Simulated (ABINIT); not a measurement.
Planning a run of ABINIT 10.8.3 on KCl (Sylvite). The input:

```
acell 3*1.0 Angstrom
rprim 
  -0.000000000000 3.146470000000 3.146470000000
  3.146470000000 0.000000000000 3.146470000000
  3.146470000000 3.146470000000 -0.000000000000
ntypat 2
znucl 19 17
natom 2
typat 1 2
xred 
  0.000000000000 0.000000000000 0.000000000000
  0.500000000000 0.500000000000 0.500000000000
pp_dirpath "pseudos"
pseudos "K.upf, Cl.upf"
ecut 33
ngkpt 4 4 4
nshiftk 1
shiftk 0 0 0
kptopt 1
chksymbreak 0
istwfk *1
occopt 1
irdwfk 1
optdriver 4
nband 338
gwcalctyp 0
ecutsigx 33
symsigma 1
nkptgw 1
kptgw 
  0.0000000000 0.0000000000 0.0000000000
bdgw 
  6 12
ecuteps 8.4
irdscr 1
ppmodel 1
indata_prefix "in"
outdata_prefix "out"
tmpdata_prefix "tmp"
```

```sh
OMP_NUM_THREADS=1 mpirun -n 8 abinit run.abi > log
```

**Question.** How long will it take on 8 MPI ranks of Intel Xeon Platinum 8375C at 2.90GHz (Ice Lake), shared host, and how much memory?

It took 48 s; on shared hardware allow 24 s to 97 s. Peak host memory was 4.1 GiB.

[Paths, hosts, dates, memory and timing lines, banners, echoed tables and standing remarks are left out of the program output.]

[Logs are printed without paths, hosts, clocks, repeated set-up lines and the standing remarks that a program may print on its own settings, such as how far it seeks lower states.]

[Runs of the session that timed out or met a known fault of the program may be left out.]

[Hosts, paths, dates, database ids (printed as entryN), source tags and the programs' standing remarks are cut or masked in the printed files.]

[G0W0 gaps are taken among the corrected bands and points alone; a level outside them can change the order at an edge.]

[Where Ansatz stands beside ABINIT at settings called matched, ABINIT's density can come from a denser mesh and the files from another edition; pairs whose starting gaps differed by over 0.03 eV were left out, so agreement reads better than it is.]
